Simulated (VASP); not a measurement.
# BAs (F-43m) in VASP: notebook

The runs below take BAs through band structure, Born charges and dielectric tensor, with PBE.

All numbers are computed with VASP 6.6.1; they aren't measurements. Logs are shortened: lines on timing, memory, paths and dates and some standing lists are left out, and cuts for length are marked.

## Step 1: Starting point

It takes space group F-43m (No. 216, cubic). Conventional cell: a = 4.816 Å, b = 4.816 Å, c = 4.816 Å, α = 90.00°, β = 90.00°, γ = 90.00°. Around B (site symmetry -43m) lie 4 As at 2.09 Å. As (site symmetry -43m) is surrounded by 4 B at 2.09 Å.

## Step 2: Band structure, PBE

File POSCAR:

```
BAs                                     
1.0
    0.0000000000      2.4082108266      2.4082108266
    2.4082108266      0.0000000000      2.4082108266
    2.4082108266      2.4082108266      0.0000000000
  B               As            
     1     1
Direct
     0.0000000000000000    0.0000000000000000    0.0000000000000000
     0.2500000000000000    0.2500000000000000    0.2500000000000000
```

File INCAR.step1:

```
SYSTEM = BAs
PREC = Accurate ; ENCUT = 520
EDIFF = 1E-7 ; ISMEAR = 0
SIGMA = 0.02 ; LREAL = .False.
LASPH = .True. ; NELM = 60
ALGO = Normal ; ISIF = 2
LWAVE = .False. ; LCHARG = .True.
GGA = PE ; NBANDS = 11
```

File KPOINTS.step1:

```
regular mesh
0
Gamma
  8 8 8
  0 0 0
```

File INCAR.step2:

```
SYSTEM = BAs
PREC = Accurate ; ENCUT = 520
EDIFF = 1E-7 ; ISMEAR = 0
SIGMA = 0.05 ; LREAL = .False.
LASPH = .True. ; NELM = 60
ALGO = Normal ; ISIF = 2
LWAVE = .False. ; LCHARG = .False.
GGA = PE ; NBANDS = 11
ICHARG = 11
```

File KPOINTS.step2:

```
path GXWKGLUWLK,UX
20
line-mode
reciprocal
 0.0000000000  0.0000000000  0.0000000000  G
 0.5000000000  0.0000000000  0.5000000000  X

 0.5000000000  0.0000000000  0.5000000000  X
 0.5000000000  0.2500000000  0.7500000000  W

 0.5000000000  0.2500000000  0.7500000000  W
 0.3750000000  0.3750000000  0.7500000000  K

 0.3750000000  0.3750000000  0.7500000000  K
 0.0000000000  0.0000000000  0.0000000000  G

 0.0000000000  0.0000000000  0.0000000000  G
 0.5000000000  0.5000000000  0.5000000000  L

 0.5000000000  0.5000000000  0.5000000000  L
 0.6250000000  0.2500000000  0.6250000000  U

 0.6250000000  0.2500000000  0.6250000000  U
 0.5000000000  0.2500000000  0.7500000000  W

 0.5000000000  0.2500000000  0.7500000000  W
 0.5000000000  0.5000000000  0.5000000000  L

 0.5000000000  0.5000000000  0.5000000000  L
 0.3750000000  0.3750000000  0.7500000000  K

 0.6250000000  0.2500000000  0.6250000000  U
 0.5000000000  0.0000000000  0.5000000000  X
```

Potentials or basis: VASP PAW PBE potentials, release 64 (B, As).

The run is started by

```
cat potpaw_PBE.64/B/POTCAR potpaw_PBE.64/As/POTCAR > POTCAR
cp INCAR.step1 INCAR
cp KPOINTS.step1 KPOINTS
mpirun -np 1 vasp_std > vasp.out
cp INCAR.step2 INCAR
cp KPOINTS.step2 KPOINTS
mpirun -np 1 vasp_std > vasp.out
```

OUTCAR:

```text
SYSTEM = BAs
   PREC = Accurate
   ENCUT = 520
   EDIFF = 1E-7
   ISMEAR = 0
   LREAL = .False.
   LASPH = .True.
   NELM = 60
   ISIF = 2
   GGA = PE
   ICHARG = 11

 ion  position               nearest neighbor table
   1  0.000  0.000  0.000-   2 2.09   2 2.09   2 2.09   2 2.09
   2  0.250  0.250  0.250-   1 2.09   1 2.09   1 2.09   1 2.09

  LATTYP: Found a face centered cubic cell.
 ALAT       =     4.8164216532

  Lattice vectors:

 A1 = (   0.0000000000,   2.4082108266,   2.4082108266)
 A2 = (   2.4082108266,   0.0000000000,   2.4082108266)
 A3 = (   2.4082108266,   2.4082108266,   0.0000000000)

Analysis of symmetry for initial positions (statically):
=====================================================================
 Subroutine PRICEL returns:
 Original cell was already a primitive cell.

 Routine SETGRP: Setting up the symmetry group for a
 face centered cubic supercell.

 Subroutine GETGRP returns: Found 24 space group operations
 (whereof 24 operations were pure point group operations)
 out of a pool of 48 trial point group operations.

The static configuration has the point symmetry T_d .

Analysis of symmetry for dynamics (positions and initial velocities):
=====================================================================
 Subroutine PRICEL returns:
 Original cell was already a primitive cell.

 Routine SETGRP: Setting up the symmetry group for a
 face centered cubic supercell.

 Subroutine GETGRP returns: Found 24 space group operations
 (whereof 24 operations were pure point group operations)
 out of a pool of 48 trial point group operations.

The dynamic configuration has the point symmetry T_d .

 Subroutine INISYM returns: Found 24 space group operations
 (whereof 24 operations are pure point group operations),
 and found     1 'primitive' translations

----------------------------------------------------------------------------------------

                                     Primitive cell

  volume of cell :      27.9327

  direct lattice vectors                    reciprocal lattice vectors
     0.000000000  2.408210827  2.408210827    -0.207623018  0.207623018  0.207623018
     2.408210827  0.000000000  2.408210827     0.207623018 -0.207623018  0.207623018
     2.408210827  2.408210827  0.000000000     0.207623018  0.207623018 -0.207623018

  length of vectors
     3.405724412  3.405724412  3.405724412     0.359613616  0.359613616  0.359613616

  position of ions in fractional coordinates (direct lattice)
     0.000000000  0.000000000  0.000000000
     0.250000000  0.250000000  0.250000000

  ion indices of the primitive-cell ions
   primitive index   ion index
                 1           1
                 2           2

----------------------------------------------------------------------------------------

 KPOINTS: path GXWKGLUWLK,UX

Interpolating k-points between supplied coordinates.

 Line segments in fractional coordinates (reciprocal lattice):
    0.000000  0.000000  0.000000  ...  0.500000  0.000000  0.500000
    0.500000  0.000000  0.500000  ...  0.500000  0.250000  0.750000
    0.500000  0.250000  0.750000  ...  0.375000  0.375000  0.750000
    0.375000  0.375000  0.750000  ...  0.000000  0.000000  0.000000
    0.000000  0.000000  0.000000  ...  0.500000  0.500000  0.500000
    0.500000  0.500000  0.500000  ...  0.625000  0.250000  0.625000
    0.625000  0.250000  0.625000  ...  0.500000  0.250000  0.750000
    0.500000  0.250000  0.750000  ...  0.500000  0.500000  0.500000
    0.500000  0.500000  0.500000  ...  0.375000  0.375000  0.750000
    0.625000  0.250000  0.625000  ...  0.500000  0.000000  0.500000

 Generated    20 points on each line segment, for a total of    200 k-points:

 Following reciprocal coordinates:
            Coordinates               Weight
  0.000000  0.000000  0.000000      0.005000
  0.026316  0.000000  0.026316      0.005000
  0.052632  0.000000  0.052632      0.005000
  0.078947  0.000000  0.078947      0.005000
  0.105263  0.000000  0.105263      0.005000
  0.131579  0.000000  0.131579      0.005000
[... 16 lines left out ...]
  0.500000  0.026316  0.526316      0.005000
  0.500000  0.039474  0.539474      0.005000
 [... further k-points ...]
   k-points           NKPTS =    200   k-points in BZ     NKDIM =    200   number of bands    NBANDS=     11
   number of dos      NEDOS =    301   number of ions     NIONS =      2
   total plane-waves  NPLWV =  21952
   dimension x,y,z NGX =    28 NGY =   28 NGZ =   28
   dimension x,y,z NGXF=    56 NGYF=   56 NGZF=   56
   ions per type =               1   1
   NGX,Y,Z   is equivalent  to a cutoff of  13.67, 13.67, 13.67 a.u.
   NGXF,Y,Z  is equivalent  to a cutoff of  27.34, 27.34, 27.34 a.u.
 SYSTEM =  BAs
   PREC   = accura    normal or accurate (medium, high low for compatibility)
   ISTART =      0    job   : 0-new  1-cont  2-samecut
   ICHARG =     11    charge: 1-file 2-atom 10-const
   ISPIN  =      1    spin polarized calculation?
   LNONCOLLINEAR =      F non collinear calculations
   LSORBIT =      F    spin-orbit coupling
   LASPH  =      T    aspherical Exc in radial PAW
   ENCUT  =  520.0 eV  38.22 Ry    6.18 a.u.   6.33  6.33  6.33*2*pi/ulx,y,z
   NELM   =     60;   NELMIN=  2; NELMDL=  0     # of ELM steps
   EDIFF  = 0.1E-06   stopping-criterion for ELM
   LREAL  =      F    real-space projection
   EDIFFG = 0.1E-05   stopping-criterion for IOM
   NSW    =      0    number of steps for IOM
   IBRION =     -1    ionic relax: 0-MD 1-quasi-New 2-CG
   NFREE  =      0    steps in history (QN), initial steepest desc. (CG)
   ISIF   =      2    stress and relaxation
   ISYM   =      2    0-nonsym 1-usesym 2-fastsym
   POTIM  = 0.5000    time-step for ionic-motion
   TEBEG  =    0.0;   TEEND  =   0.0 temperature during run
   PSTRESS=    0.0 pullay stress
   NELECT =       8.0000    total number of electrons
   NUPDOWN=      -1.0000    fix difference up-down
   EMIN   =  10.00;   EMAX   =-10.00  energy-range for DOS
   EFERMI =   0.00;   METHOD = LEGACY
   ISMEAR =     0;   SIGMA  =   0.05  broadening in eV -4-tet -1-fermi 0-gaus
   EFERMI_NEDOS =   21; number of points for ismear=-14 and -15
   IALGO  =     38    algorithm
   IMIX   =      4    mixing-type and parameters
     AMIX     =   0.40;   BMIX     =  1.00
     AMIX_MAG =   1.60;   BMIX_MAG =  1.00
  volume/ion in A,a.u.               =      13.97        94.25
  Fermi-wavevector in a.u.,A,eV,Ry     =   1.079113  2.039228 15.843783  1.164485
  Thomas-Fermi vector in A             =   2.215070
   LORBIT       =      0    0 simple, 1 ext, 2 COOP (PROOUT), +10 PAW based schemes
   GGA     = PE    functional components
   LHFCALC =     F    Hartree Fock is set to
   AEXX    =    0.0000 exact exchange contribution
   IVDW    =     0    specifies the selected vdW correction
   LEPSILON=     F    determine dielectric tensor
   LRPA    =     F    only Hartree local field effects (RPA)
 non-spin polarized calculation
 Gauss-broadening in eV      SIGMA  =   0.05
  energy-cutoff  :      520.00
  volume of cell :       27.93
 maximum number of plane-waves:       769
 NGX is ok and might be reduce to    28

 number of electron       8.0000000 magnetization

 Free energy of the ion-electron system (eV)
  ---------------------------------------------------
  ext. energy  EPLUGINS =         0.00000000
  ---------------------------------------------------
  free energy    TOTEN  =       -11.71627160 eV

  energy without entropy =      -11.71627160  energy(sigma->0) =      -11.71627160

 E-fermi :   6.1579     XC(G=0): -10.4772

 val. band max:        5.8595398740   @ k =   0.0000   0.0000   0.0000
 cond. band min:       7.0575154387   @ k =   0.3947   0.0000   0.3947
 fundamental gap:      1.1979755647
 Fermi energy:         6.1579112834

 k-point     1 :       0.0000    0.0000    0.0000
  band No.  band energies     occupation
      1      -9.3210      2.00000
      2       5.8595      2.00000
      3       5.8595      2.00000
      4       5.8595      2.00000
      5       9.1015      0.00000
      6       9.1015      0.00000
      7       9.1015      0.00000
      8      10.2332      0.00000
      9      15.3226      0.00000
     10      18.7085      0.00000
     11      18.7085      0.00000

 k-point     2 :       0.0263    0.0000    0.0263
  band No.  band energies     occupation
      1      -9.3061      2.00000
      2       5.7762      2.00000
      3       5.7859      2.00000
      4       5.7859      2.00000
      5       9.0522      0.00000
      6       9.1914      0.00000
      7       9.1914      0.00000
      8      10.3184      0.00000
      9      15.3854      0.00000
     10      18.3448      0.00000
     11      18.7248      0.00000

 k-point     3 :       0.0526    0.0000    0.0526
  band No.  band energies     occupation
      1      -9.2615      2.00000
      2       5.5412      2.00000
      3       5.5868      2.00000
      4       5.5868      2.00000
      5       8.9274      0.00000
      6       9.4390      0.00000
      7       9.4390      0.00000
      8      10.5351      0.00000
      9      15.5697      0.00000
     10      17.6662      0.00000
     11      18.7737      0.00000
[... 267 lines left out ...]
 k-point    23 :       0.5000    0.0263    0.5263
  band No.  band energies     occupation
      1      -5.2560      2.00000
      2      -2.5263      2.00000
      3       1.8374      2.00000
      4       1.8430      2.00000
      5       7.3881      0.00000
      6       7.3991      0.00000
      7      16.9069      0.00000
      8      16.9437      0.00000
      9      18.4593      0.00000
     10      22.5156      0.00000
     11      23.0915      0.00000

 k-point    24 :       0.5000    0.0395    0.5395
  band No.  band energies     occupation
      1      -5.2513      2.00000
      2      -2.5146      2.00000
      3       1.7860      2.00000
      4       1.7986      2.00000
      5       7.4785      0.00000
      6       7.4943      0.00000
      7      16.8071      0.00000
      8      16.8855      0.00000
      9      18.4080      0.00000
     10      22.3328      0.00000
     11      22.8206      0.00000

 [... further k-points ...]

------------------------ aborting loop because EDIFF is reached ----------------------------------------

  FORCE on cell =-STRESS in cart. coord.  units (eV):
  Direction    XX          YY          ZZ          XY          YZ          ZX
  --------------------------------------------------------------------------------------
  -------------------------------------------------------------------------------------
  Total       -0.4563589     -0.4563589     -0.4563589      0.0000000      0.0000000      0.0000000
  in kB      -26.1760196    -26.1760196    -26.1760196      0.0000000      0.0000000      0.0000000
  external PRESSURE =     -26.1760196 kB  Pullay stress =       0.0000000 kB

 VOLUME and BASIS-vectors are now :
 -----------------------------------------------------------------------------
  energy-cutoff  :      520.00
  volume of cell :       27.93
      direct lattice vectors                 reciprocal lattice vectors
     0.000000000  2.408210827  2.408210827    -0.207623018  0.207623018  0.207623018
     2.408210827  0.000000000  2.408210827     0.207623018 -0.207623018  0.207623018
     2.408210827  2.408210827  0.000000000     0.207623018  0.207623018 -0.207623018

 POSITION                                       TOTAL-FORCE (eV/Angst)
 -----------------------------------------------------------------------------------
      0.00000      0.00000      0.00000         0.000000      0.000000     -0.000000
      1.20411      1.20411      1.20411        -0.000000     -0.000000      0.000000
 -----------------------------------------------------------------------------------
    total drift:                               -0.000000     -0.000000     -0.000000

  FREE ENERGIE OF THE ION-ELECTRON SYSTEM (eV)
  ---------------------------------------------------
  free  energy   TOTEN  =       -11.7162716046 eV

  energy  without entropy=      -11.7162716046  energy(sigma->0) =      -11.71627160
```

Wall time 37 s (1 thread of Intel Xeon Platinum 8375C at 2.90GHz (Ice Lake), shared host); peak memory 0.19 GiB.

What came out:

```yaml
Band_gap_on_the_k_mesh: 1.21 eV, indirect (least direct gap 3.25 eV)
Band_gap_along_the_path: 1.20 eV, indirect (least direct gap 3.24 eV)
```

Levels at the corners of the path, in eV from the valence-band top:
| point | band 2 | band 3 | band 4 | band 5 | band 6 | band 7 |
| --- | --- | --- | --- | --- | --- | --- |
| Γ | 0.00 | 0.00 | 0.00 | 3.24 | 3.24 | 3.24 |
| X | -8.40 | -3.98 | -3.98 | 1.45 | 1.46 | 11.13 |
| X | -8.40 | -3.98 | -3.98 | 1.45 | 1.46 | 11.13 |
| W | -7.95 | -5.34 | -5.05 | 5.24 | 5.80 | 6.74 |
| W | -7.95 | -5.34 | -5.05 | 5.24 | 5.80 | 6.74 |
| K | -8.03 | -5.79 | -3.40 | 2.05 | 5.47 | 9.05 |
| K | -8.03 | -5.79 | -3.40 | 2.05 | 5.47 | 9.05 |
| Γ | 0.00 | 0.00 | 0.00 | 3.24 | 3.24 | 3.24 |
| Γ | 0.00 | 0.00 | 0.00 | 3.24 | 3.24 | 3.24 |
| L | -8.61 | -1.78 | -1.78 | 2.55 | 4.75 | 4.75 |
| L | -8.61 | -1.78 | -1.78 | 2.55 | 4.75 | 4.75 |
| U | -8.03 | -5.79 | -3.40 | 2.05 | 5.47 | 9.05 |
| U | -8.03 | -5.79 | -3.40 | 2.05 | 5.47 | 9.05 |
| W | -7.95 | -5.34 | -5.05 | 5.24 | 5.80 | 6.74 |
| W | -7.95 | -5.34 | -5.05 | 5.24 | 5.80 | 6.74 |
| L | -8.61 | -1.78 | -1.78 | 2.55 | 4.75 | 4.75 |
| L | -8.61 | -1.78 | -1.78 | 2.55 | 4.75 | 4.75 |
| K | -8.03 | -5.79 | -3.40 | 2.05 | 5.47 | 9.05 |
| U | -8.03 | -5.79 | -3.40 | 2.05 | 5.47 | 9.05 |
| X | -8.40 | -3.98 | -3.98 | 1.45 | 1.46 | 11.13 |

Caveat: the log is that of the step along the path at fixed density, whose energy, stress, charges and moments have no meaning.

(Part 1 of 2 ends here.)
